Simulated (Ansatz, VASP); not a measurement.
Given: the input of a run of VASP 6.6.1 on AlN.

The input INCAR:

```
SYSTEM = AlN
  PREC = Accurate
  ENCUT = 520
  EDIFF = 1E-6
  ISMEAR = -1
  SIGMA = 0.05
  LREAL = .FALSE.
  LASPH = .TRUE.
  NELM = 100
  ALGO = Normal
  ISIF = 2
  LWAVE = .FALSE.
  LCHARG = .FALSE.
  GGA = B5
  ALDAX = 1.0
  AGGAX = 1.0
  AGGAC = 1.0
  ALDAC = 0.0
  NBANDS = 16
```

The input KPOINTS:

```
Automatic mesh
0
G
  10 10 6
  0 0 0
```

Contents of POSCAR:

```
AlN
1.0
    3.1539652241      0.0000000000      0.0000000000
   -1.5769826120      2.7314140067      0.0000000000
    0.0000000000      0.0000000000      5.0465469904
Al N
2 2
Direct
    0.6666666667      0.3333333333      0.5000000000
    0.3333333333      0.6666666667      0.0000000000
    0.6666666667      0.3333333333      0.8800000000
    0.3333333333      0.6666666667      0.3800000000
```

Potentials or basis: VASP PAW PBE potentials, release 64 (Al, N).

Launch:

```bash
$ cat potpaw_PBE.64/Al/POTCAR potpaw_PBE.64/N/POTCAR > POTCAR
$ mpirun -np 1 vasp_std > vasp.out
```

Q: Set up the same calculation for Ansatz 0.2.0. Potentials there: Ansatz PAW.

A: As run (the cutoff follows the program's own potentials):

File input.yaml:

```yaml
crystal:
  lattice:
    - [3.1539652241, 0.0, 0.0]
    - [-1.576982612, 2.7314140067, 0.0]
    - [0.0, 0.0, 5.0465469904]
  atoms:
    - { symbol: Al, position: [0.6666666667, 0.3333333333, 0.5] }
    - { symbol: Al, position: [0.3333333333, 0.6666666667, 0.0] }
    - { symbol: "N", position: [0.6666666667, 0.3333333333, 0.88] }
    - { symbol: "N", position: [0.3333333333, 0.6666666667, 0.38] }
hamiltonian:
  xc: blyp
  pseudopotentials: { kind: paw }
kpoints:
  mp_grid: { grid: [10, 10, 6] }
scf:
  occupations: { method: fermi_dirac, width: 0.05 }
output:
  forces: true
  stress: true
  eigenvalues: true
```

Potentials or basis: Ansatz PAW.

The run is started by

```bash
$ ansatz run input.yaml --threads 2 --pin off --max-ram 5120MiB --backend cpu --events-out ev --progress --plain --runs-dir out
```

Both were run:

|  | VASP | Ansatz | Ansatz less VASP |
| --- | --- | --- | --- |
| gap on the k mesh at the Fermi level (eV) | 4.15 | 4.16 | +0.006 |
| least direct gap on the mesh (eV) | 4.15 | 4.16 | +0.006 |
| pressure (GPa) | -0.7 | -1.1 | -0.39 |
| largest component of the traceless stress (GPa) | 1.54 | 1.51 | -0.027 |
| rms of the force components (eV/Å) | 0.050 | 0.049 | -0.0010 |

Atom by atom the forces differ by 0.001 eV/Å (rms over components). With one functional, cell and mesh, what is left measures potentials, basis and numerics.

Caveats: the PAW data sets were made with another functional, which shifts forces and pressure a little (VASP); the pressure holds a Pulay correction of +0.6 GPa for the finite cutoff (Ansatz); the PAW data sets come from PBE, with cores solved anew for the run's functional, which leaves a small shift of forces and pressure (Ansatz). A hybrid or GW would open this gap; BLYP tends to underestimate it. A k mesh can miss the band edges.
